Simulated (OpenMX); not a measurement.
Runs of OpenMX 3.8.5 on SiC (Moissanite). It takes space group P6_3mc (No. 186, hexagonal). Conventional cell: a = 3.076 Å, b = 3.076 Å, c = 5.048 Å, α = 90.00°, β = 90.00°, γ = 120.00°. Si (site symmetry 3m) is surrounded by 4 C at 1.87 to 1.94 Å. C (site symmetry 3m) is surrounded by 4 Si at 1.87 to 1.94 Å. 

```tsv
task	level	potentials or basis	k mesh	grid points, held for all volumes	max SCF cycles	gap on the mesh (eV)	pressure (GPa)	V0 of scaled cells (Å³/atom)	B0 (GPa)	largest force (eV/Å)
equation of state	PBE	OpenMX 2013 PBE set, Si7.0-s2p1d1, C6.0-s2p2, fixed grid of 28 × 28 × 54 points	11 × 11 × 5	28 × 28 × 54	-	-	-	10.59	211	-
single point	PBE+D3(BJ)	OpenMX 2013 PBE set, Si7.0-s2p2d1, C6.0-s2p2d1, grid cutoff 300 Ry	7 × 7 × 5	-	100	2.83	0.7	-	-	0.81
band structure	PBE	OpenMX 2013 PBE set, Si7.0-s3p3d2, C6.0-s3p2d2, grid cutoff 300 Ry	11 × 11 × 5	-	100	2.47	4.9	-	-	0.79
band structure	LDA	OpenMX 2013 LDA set, Si7.0-s2p2d1, C6.0-s2p2d1, grid cutoff 300 Ry	11 × 11 × 5	-	100	2.56	-1.6	-	-	0.79
single point	PBE	OpenMX 2013 PBE set, Si7.0-s2p2d1, C6.0-s2p2d1, grid cutoff 300 Ry	7 × 7 × 5	-	100	2.83	5.4	-	-	0.81
equation of state	LDA	OpenMX 2013 LDA set, Si7.0-s2p2d1, C6.0-s2p2d1, fixed grid of 28 × 28 × 54 points	11 × 11 × 5	28 × 28 × 54	-	-	-	(b)	228	-
band structure	PBE	OpenMX 2013 PBE set, Si7.0-s2p2d1, C6.0-s2p2d1, grid cutoff 300 Ry	11 × 11 × 5	-	100	2.66	5.4	-	-	0.81
single point	PBE+D3	OpenMX 2013 PBE set, Si7.0-s2p2d1, C6.0-s2p2d1, grid cutoff 300 Ry	7 × 7 × 5	-	100	2.83	(a)	-	-	0.80
```

Alike in all rows: no spin polarisation; cell as given; smearing fermi-dirac 0.05 eV.

Task: Fill in the values left out.

Result: (a) 3.3; (b) 10.27.

Caveats: the basis of atomic orbitals isn't converged, which shifts pressures, moduli and gaps; an odd mesh through Γ misses points on the zone boundary, where band edges often lie (some runs); the mesh misses the band edges, which the band path finds closer together (some runs); volumes in these bases differ from converged ones by about 1 %, for some elements by several (some runs); the cell was scaled at fixed shape and fractional positions, which overstates the stiffness of a crystal with free parameters, most of all of layers and chains (some runs).

Not every run made on this cell is shown here.
